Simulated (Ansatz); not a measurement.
The system is VO2.

```
V O
1.0
     4.50720    0.00000    0.00000
     0.00000    4.50720    0.00000
     0.00000    0.00000    3.04445
V O
2 4
Direct
  0.50000 0.50000 0.50000
  0.00000 0.00000 0.00000
  0.20036 0.79964 0.50000
  0.79964 0.20036 0.50000
  0.70036 0.70036 0.00000
  0.29964 0.29964 0.00000
```

The cell is a database's computed one.

| Property | Result |
| --- | --- |
| Program | Ansatz 0.2.0 |
| Task | relaxation of cell and atoms |
| Functional | BLYP |
| Potentials or basis | Ansatz PAW |
| Cutoff | 420 eV (not typed: the program's choice for these potentials) |
| k mesh | 6 × 6 × 9 |
| Occupations | fermi-dirac, width 0.05 eV |
| Spin | collinear spin, ferromagnetic start |
| Starting moments | [2.0, 2.0, 0.0, 0.0, 0.0, 0.0] μB |

At the start: volume 10.31 Å³/atom.

Where does the relaxation end?

It ends after 9 steps and the volume is 10.23 Å³/atom (-0.8 %); space group P4_2/mnm (No. 136, to 0.05 Å); moment 2.00 μB per cell.

The path:
| step | energy change (eV) | largest force (eV/Å) | volume (Å³) |
| --- | --- | --- | --- |
| 1 | 0.0000 | 0.2007 | 61.85 |
| 2 | -0.1476 | 0.5094 | 61.55 |
| 3 | -0.2022 | 0.1176 | 60.33 |
| 4 | -0.2081 | 0.0185 | 61.67 |
| 5 | -0.2122 | 0.0125 | 61.28 |
| 6 | -0.2121 | 0.0000 | 61.30 |
| 7 | -0.2187 | 0.0002 | 61.30 |
| 8 | -0.2188 | 0.0012 | 61.36 |
| 9 | -0.2194 | 0.0012 | 61.36 |

Final structure:
```xyz
6
Lattice="4.6235 0.0000 0.0000 0.0000 4.6235 0.0000 0.0000 0.0000 2.8703" Properties=species:S:1:pos:R:3 pbc="T T T"
V     2.3117    2.3117    1.4351
V     0.0000    0.0000    0.0000
O     0.9199    3.7036    1.4351
O     3.7036    0.9199    1.4351
O     3.2316    3.2316    0.0000
O     1.3918    1.3918    0.0000
```

Caveat: the plane-wave basis is chosen anew once the cell has moved, so the energies of steps on either side of that aren't comparable; the pressure holds a Pulay correction of +1.0 GPa for the finite cutoff; the PAW data sets come from PBE, with cores solved anew for the run's functional, which leaves a small shift of forces and pressure.
